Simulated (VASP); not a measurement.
# GaP in VASP: the effect of functional

Crystal: GaP.

```
Ga P
1.0
     0.00000    2.72525    2.72525
     2.72525    0.00000    2.72525
     2.72525    2.72525    0.00000
Ga P
1 1
Direct
  0.00000 0.00000 0.00000
  0.75000 0.75000 0.75000
```

Alike in all runs:

* Program: VASP 6.6.1
* Task: relaxation of cell and atoms
* Cutoff: 600 eV
* k mesh: 8 × 8 × 8
* Occupations: fermi-dirac, width 0.05 eV
* Spin: no spin polarisation

Each run relaxes the cell or the atoms first.

```tsv
functional	potentials or basis	relaxed volume (Å³/atom)	gap on the mesh (eV)
LDA	VASP PAW LDA potentials, release 64 (Ga_d, P)	19.61	1.43
PBE	VASP PAW PBE potentials, release 64 (Ga_d, P)	20.86	1.58
PBEsol	VASP PAW PBE potentials, release 64 (Ga_d, P)	?	?
RPBE	VASP PAW PBE potentials, release 64 (Ga_d, P)	21.41	1.50
revPBE	VASP PAW PBE potentials, release 64 (Ga_d, P)	21.25	1.53
BLYP	VASP PAW PBE potentials, release 64 (Ga_d, P)	21.97	1.05
AM05	VASP PAW PBE potentials, release 64 (Ga_d, P)	20.14	1.59
PW91	VASP PAW PBE potentials, release 64 (Ga_d, P)	20.84	1.57
r2SCAN	VASP PAW PBE potentials, release 64 (Ga_d, P)	20.24	1.90
SCAN	VASP PAW PBE potentials, release 64 (Ga_d, P)	20.19	1.87
optB88-vdW	VASP PAW PBE potentials, release 64 (Ga_d, P)	20.78	1.49
vdW-DF-cx	VASP PAW PBE potentials, release 64 (Ga_d, P)	20.24	1.58
rev-vdW-DF2	VASP PAW PBE potentials, release 64 (Ga_d, P)	20.53	1.57
```

Q: What does the run with functional PBEsol give?

A: Relaxed volume 20.09 Å³/atom; gap on the mesh 1.50 eV.

Caveats: the PAW data sets were made with another functional, which shifts forces and pressure a little (some runs); the relaxation stopped at its first step, so nothing moved (some runs).

A k mesh can miss the band edges.
